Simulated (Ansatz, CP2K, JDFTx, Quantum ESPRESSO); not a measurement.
# Fitting the PBEsol energy curve of GaP

Space group F-43m (No. 216). a = 5.451 Å, b = 5.451 Å, c = 5.451 Å, α = 90.00°, β = 90.00°, γ = 90.00°
```csv
atom,site,symmetry,x,y,z
Ga,4a,-43m,0.0000,0.0000,0.0000
P,4c,-43m,0.2500,0.7500,0.7500
```

The cell was scaled at fixed shape and fractions and run with CP2K, POTENTIAL_UZH Ga GTH-PBE-q13, P GTH-PBE-q5; TZVP-MOLOPT-PBE-GTH basis; PBEsol, k mesh 8 × 8 × 8 on the cell of 2 atoms, fermi-dirac occupations of 0.01 eV, no spin polarisation, no spin-orbit coupling. The potentials were made for PBE. Energies are those that the program minimises, any entropy of the smearing included.

| V (Å³/atom) | energy over the lowest row (meV/atom) |
| --- | --- |
| 19.0260 | 23.523 |
| 19.4308 | ? |
| 19.8356 | 2.866 |
| 20.2404 | 0.000 |
| 20.6452 | 1.427 |
| 21.0500 | 6.697 |
| 21.4548 | 15.395 |

Q: Fit the third-order Birch-Murnaghan form, give V0, B0 and B′, and predict the energy left open.

A: With y = (V0/V)^(2/3), E = E0 + (9 V0 B0/16) [(y - 1)³ B′ + (y - 1)² (6 - 4y)]. Least squares through the rows shown give V0 = 20.3012 Å³/atom, E0 = -0.045 meV, B0 = 83.62 GPa (1 eV/Å³ = 160.218 GPa) and B′ = 4.55, with a largest miss of 0.004 meV. At V = 19.4308 the form with these constants gives 10.516 meV; the run gave 10.521 meV an atom. Other set-ups at this level, from all their volumes (Å³/atom, GPa): JDFTx, PseudoDojo-SR-PBEsol-0.4.1-standard: V0 20.121, B0 84.66; Ansatz, all-electron LAPW, scalar-relativistic: V0 20.102, B0 84.99; Quantum ESPRESSO, PseudoDojo 0.4.1 SR PBEsol standard: V0 20.121, B0 84.66. Measured volume: 20.24 Å³/atom at 298 K (a printed reference work), so the fit lies +0.3 % from it. The runs are for a static lattice.
